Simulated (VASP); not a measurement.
# From VASP inputs to Ansatz: SiO₂ (fluorite)

INCAR

```
PREC = Accurate
LCHARG = .FALSE.
NBANDS = 15
METAGGA = R2SCAN
NSW = 40
EDIFFG = -5E-3
NELM = 120
SIGMA = 0.02
LASPH = .TRUE.
EDIFF = 1E-7
ISMEAR = -1
LREAL = .FALSE.
ENCUT = 600
ALGO = Normal
ISIF = 3
LWAVE = .FALSE.
IBRION = 2
```

KPOINTS

```
KPOINTS created by Atomic Simulation Environment
0
Gamma
8 8 8
0 0 0
```

POSCAR

```
Si O
 1.0000000000000000
     0.0000000000000000    2.2903635270075742    2.2903635270075742
     2.2903635270075742    0.0000000000000000    2.2903635270075742
     2.2903635270075742    2.2903635270075742   -0.0000000000000000
 Si  O
   1   2
Cartesian
  0.0000000000000000  0.0000000000000000  0.0000000000000000
  1.1451817635037871  1.1451817635037871  1.1451817635037871
  3.4355452905113619  3.4355452905113619  3.4355452905113619
```

VASP ran with the recommended PBE PAW datasets (16 valence electrons in the cell).

Problem. Write an Ansatz input for this cell and level of theory.

Solution. 

```yaml
crystal:
  lattice:
    - [0.0, 2.290363527, 2.290363527]
    - [2.290363527, 0.0, 2.290363527]
    - [2.290363527, 2.290363527, 0.0]
  atoms:
    - { symbol: Si, position: [0.0, 0.0, 0.0] }
    - { symbol: O, position: [0.25, 0.25, 0.25] }
    - { symbol: O, position: [0.75, 0.75, 0.75] }
kpoints:
  mp_grid: { grid: [8, 8, 8] }
hamiltonian:
  xc: r2scan
scf:
  occupations: { method: fermi_dirac, width: 0.02 }
relax:
  f_tol: 0.005
  cell: {}
```

Other inputs would serve too.

```
                                              VASP                 Ansatz
relaxed cell vector lengths  3.203, 3.203, 3.203 Å  3.202, 3.202, 3.202 Å
        relaxed cell volume               23.23 Å³               23.21 Å³
```

Each program uses its own PAW datasets. VASP's cell holds 16 valence electrons and Ansatz's 16.
